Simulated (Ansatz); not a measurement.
Calculated with Ansatz (gas phase, PBE0-D4/def2-TZVP geometries, no zero-point term in ΔE). CCSD(T)/CBS adds triple-zeta CCSD(T) − MP2 to the extrapolated MP2 energy (def2 sets, frozen cores). Functionals use def2-TZVPP. Elements past krypton have def2 core potentials. For Sb outer-core shells are correlated without core-valence functions, which leaves a few kJ/mol of doubt a bond. One conformer a species, not always the lowest.

`[BH2][SbH][CH3]` + `C=CCC` → `BC(=C)CC` + `[CH3][SbH2]`  (formal exchange of groups at a B–Sb bond)

`[BH2][SbH][CH3]`:

```xyz
9

B     1.013    1.548   -0.167
Sb   -0.896    0.562   -0.627
C    -0.695   -1.220    0.579
H     1.436    1.543    0.951
H     1.558    2.211   -0.997
H    -0.401   -0.110   -2.113
H     0.221   -1.756    0.340
H    -1.557   -1.863    0.408
H    -0.678   -0.914    1.625
```

`C=CCC`:

```xyz
12

C     1.985   -0.088   -0.149
C     0.821   -0.170    0.480
C    -0.477   -0.542   -0.154
C    -1.524    0.559   -0.025
H     2.070   -0.307   -1.209
H     2.894    0.196    0.369
H     0.780    0.062    1.544
H    -0.312   -0.785   -1.208
H    -0.860   -1.454    0.322
H    -1.706    0.807    1.024
H    -1.195    1.470   -0.529
H    -2.476    0.251   -0.465
```

`BC(=C)CC`:

Cartesian coordinates in Å:
```
B -1.206 0.086 1.365
C -0.405 0.578 0.145
C -0.134 1.890 0.071
C 0.041 -0.371 -0.934
C 1.099 -1.346 -0.434
H -1.561 -1.055 1.462
H -1.499 0.862 2.229
H 0.395 2.329 -0.774
H -0.441 2.570 0.859
H -0.826 -0.940 -1.288
H 0.426 0.187 -1.794
H 1.999 -0.815 -0.114
H 1.383 -2.056 -1.215
H 0.730 -1.919 0.421
```

`[CH3][SbH2]`:

Cartesian coordinates in Å:
```
C -0.054 0.870 -0.042
Sb -0.527 -1.185 -0.516
H 0.266 1.374 -0.954
H -0.953 1.358 0.334
H 0.735 0.927 0.705
H -0.579 -1.681 1.121
H 1.111 -1.663 -0.647
```

```
             level  ΔE (kJ/mol)
         r2SCAN-D4        -16.7
           PBE0-D4        -15.4
            B2PLYP        -17.3
               PBE        -13.5
              PBE0        -14.0
   CCSD/def2-TZVPP        -14.9
CCSD(T)/def2-TZVPP        -15.4
     MP2/CBS(def2)        -12.8
```

(1) What does CCSD(T)/CBS give? (An estimate is asked.)

Largest T1 diagnostic among the species: 0.015.

Answers

(1) Ansatz gave: -12.8 kJ/mol. The listed levels differ from it by -3.9, -2.6, -4.5, -0.7, -1.2, -2.1, -2.6, 0.0 kJ/mol.

CCSD(T)/CBS has its own doubt, a few kJ/mol and more with outer-core shells, so smaller differences from it don't rank the levels.
